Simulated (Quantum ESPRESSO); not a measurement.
**CaO under changes of volume**

One of the cells (13.886 Å³/atom); the others are scaled copies at fixed shape and fractional positions:

```
CELL_PARAMETERS angstrom
0.00000 2.40356 2.40356
2.40356 0.00000 2.40356
2.40356 2.40356 0.00000
ATOMIC_POSITIONS crystal
Ca 0.00000 0.00000 0.00000
O 0.50000 0.50000 0.50000
```

The cell is a database's computed one.

- Program: Quantum ESPRESSO 7.5
- Functional: PBE
- Dispersion: D3(BJ)
- Potentials or basis: PseudoDojo 0.4.1 SR PBE standard
- Cutoff: 1143 eV
- Density cutoff: 4572 eV
- k mesh: 10 × 10 × 10
- Occupations: fermi-dirac, width 0.05 eV
- Spin: no spin polarisation

```tsv
volume (Å³/atom)	energy over the lowest point (meV/atom)	pressure (GPa)	gap on the mesh (eV)
13.052	?	?	?
13.330	3.36	3.2	3.65
13.608	0.00	0.7	3.66
13.886	0.71	-1.5	3.66
14.163	5.09	-3.5	3.66
14.441	12.75	-5.3	3.67
14.719	23.35	-6.9	3.67
```

What does the run at 13.052 Å³/atom give?

Energy over the lowest point 11.27 meV/atom; pressure 5.9 GPa; gap on the mesh 3.64 eV.

Worked out: A Birch-Murnaghan fit of order 3 (a polynomial in V^(-2/3)) to the other rows has its minimum at 13.69 Å³/atom with B0 = V·E''(V) = 112 GPa and B' = 4.4. It gives 11.30 meV/atom at 13.052 Å³/atom, against the run's 11.27, and -dE/dV = 6.0 GPa, against 5.9. A straight line through the other rows of the gap, of slope 0.188 eV per unit of ln V, extrapolates to 3.65 eV, against the run's 3.64.

Energies are extrapolated to zero smearing.

A mesh can miss the band edges.
